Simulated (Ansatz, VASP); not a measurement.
Bi: VASP beside Ansatz

```xyz
2
Lattice="3.2248 0.0000 0.0181 0.0000 3.2203 0.0000 -0.0442 0.0000 6.4204" Properties=species:S:1:pos:R:3 pbc="T T T"
Bi    1.4261    0.0000    1.6132
Bi    1.7545    0.0000    4.8253
```

Alike in both runs: functional PBEsol; k mesh 18 × 18 × 10; occupations gaussian, width 0.1 eV; no spin polarisation.

Ansatz relaxed the structure, and its values are those at the end. VASP's run is a single point on that final structure, the one shown.

```csv
,VASP,Ansatz
version,VASP 6.6.1,Ansatz 0.2.0
potentials or method,"VASP PAW PBE potentials, release 64 (Bi_d)","scalar-relativistic, plane waves, PAW"
plane-wave cutoff (eV),520,420
valence electrons in the cell,30,30
```

VASP gave:

| Quantity | Value |
| --- | --- |
| gap on the k mesh at the Fermi level (eV) | none |
| pressure (GPa) | -0.1 |

What did Ansatz give for the same quantities?

gap on the k mesh at the Fermi level (eV): none; pressure (GPa): 0.0.

A gap of «none» marks a metal or a gap that the smearing closes. With one functional, cell and mesh, what is left measures potentials, basis and numerics.

Caveats: the PAW data sets were made with another functional, which shifts forces and pressure a little (VASP); spin-orbit coupling is left out, which moves the levels of the heavy elements.
